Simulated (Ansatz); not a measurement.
The system is BaTiO3.

```
Ba Ti O
1.0
     3.99980    0.00000    0.00000
     0.00000    3.99980    0.00000
     0.00000    0.00000    4.01800
Ba Ti O
1 1 3
Direct
  0.99557 0.99064 0.00350
  0.50254 0.49192 0.46877
  0.47922 0.51432 0.00641
  0.50273 0.00330 0.50938
  0.01995 0.49981 0.53994
```

| Quantity | Value |
| --- | --- |
| Program | Ansatz 0.2.0 |
| Task | relaxation of cell and atoms |
| Functional | PBE |
| Dispersion | D3(BJ) |
| Potentials or basis | Ansatz PAW |
| Cutoff | 420 eV (not typed: the program's choice for these potentials) |
| k mesh | 7 × 7 × 7 |
| Occupations | fermi-dirac, width 0.05 eV |
| Spin | no spin polarisation |

At the start: volume 12.86 Å³/atom.

Question: Where does the relaxation end?

Answer: It ends after 11 steps and the volume is 12.97 Å³/atom (+0.9 %); space group R3m (No. 160, to 0.05 Å).

The path:
| step | energy change (eV) | largest force (eV/Å) | volume (Å³) |
| --- | --- | --- | --- |
| 1 | 0.0000 | 1.3151 | 64.28 |
| 2 | 0.0009 | 1.3325 | 65.34 |
| 3 | -0.1713 | 0.2451 | 64.63 |
| 4 | -0.1802 | 0.1555 | 64.49 |
| 5 | -0.1828 | 0.1476 | 64.70 |
| 6 | -0.1876 | 0.0680 | 64.80 |
| 7 | -0.1895 | 0.0070 | 64.83 |
| 8 | -0.1894 | 0.0019 | 64.85 |
| 9 | -0.1914 | 0.0019 | 64.85 |
| 10 | -0.1914 | 0.0003 | 64.87 |
| 11 | -0.1915 | 0.0003 | 64.87 |

Final structure:
```
CELL_PARAMETERS angstrom
4.01762 0.00649 0.00656
0.00649 4.01764 0.00657
0.00659 0.00660 4.01882
ATOMIC_POSITIONS crystal
Ba 0.99302 0.99302 0.99854
Ti 0.48049 0.48048 0.48591
O 0.50628 0.50628 0.01962
O 0.50633 0.01388 0.51196
O 0.01388 0.50633 0.51196
```

Caveat: the plane-wave basis is chosen anew once the cell has moved, so the energies of steps on either side of that aren't comparable; the pressure holds a Pulay correction of +0.5 GPa for the finite cutoff.
